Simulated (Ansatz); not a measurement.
# ZrO2: the cost of one run

Method: DFT PBEsol, scalar-relativistic, plane waves, PAW, in Ansatz 0.2.0.

The COD entry's cell or inner coordinates are ideal or old and differ from later refinements, so a difference from it is no clean test against experiment.

### 1 Starting point

The structure is cubic, space group Fm-3m (No. 225). Conventional cell: a = 5.070 Å, b = 5.070 Å, c = 5.070 Å, α = 90.00°, β = 90.00°, γ = 90.00°. Zr (site symmetry m-3m) is surrounded by 8 O at 2.20 Å. Around O (site symmetry -43m) lie 4 Zr at 2.20 Å.

Coordinates:

```cif
data_structure
_symmetry_space_group_name_H-M 'Fm-3m'
_symmetry_Int_Tables_number 225
_cell_length_a 5.0700
_cell_length_b 5.0700
_cell_length_c 5.0700
_cell_angle_alpha 90.000
_cell_angle_beta 90.000
_cell_angle_gamma 90.000
_cell_volume 130.32
loop_
_atom_site_label
_atom_site_type_symbol
_atom_site_symmetry_multiplicity
_atom_site_Wyckoff_symbol
_atom_site_fract_x
_atom_site_fract_y
_atom_site_fract_z
_atom_site_occupancy
Zr1 Zr 4 a 0.00000 0.00000 0.00000 1
O1 O 8 c 0.25000 0.75000 0.75000 1
```

The cell is taken as given, not relaxed at this level.

### 2 The reference: the undisturbed cell on the scan's mesh

input.yaml

```yaml
crystal:
  lattice:
    - [0.0, 2.535, 2.535]
    - [2.535, 0.0, 2.535]
    - [2.535, 2.535, 0.0]
  atoms:
    - { symbol: Zr, position: [0.0, 0.0, 0.0] }
    - { symbol: O, position: [0.25, 0.25, 0.25] }
    - { symbol: O, position: [0.75, 0.75, 0.75] }
basis:
  ecutwfc: 420
kpoints:
  mp_grid: { grid: [8, 8, 8] }
hamiltonian:
  xc: pbesol
scf:
  occupations: { method: gaussian, width: 0.05 }
output:
  forces: true
  stress: true
  eigenvalues: true
```

What time and memory should one allow on 1 thread of an Arm CPU, shared host?

About 1 s, with a peak of 0.28 GiB.
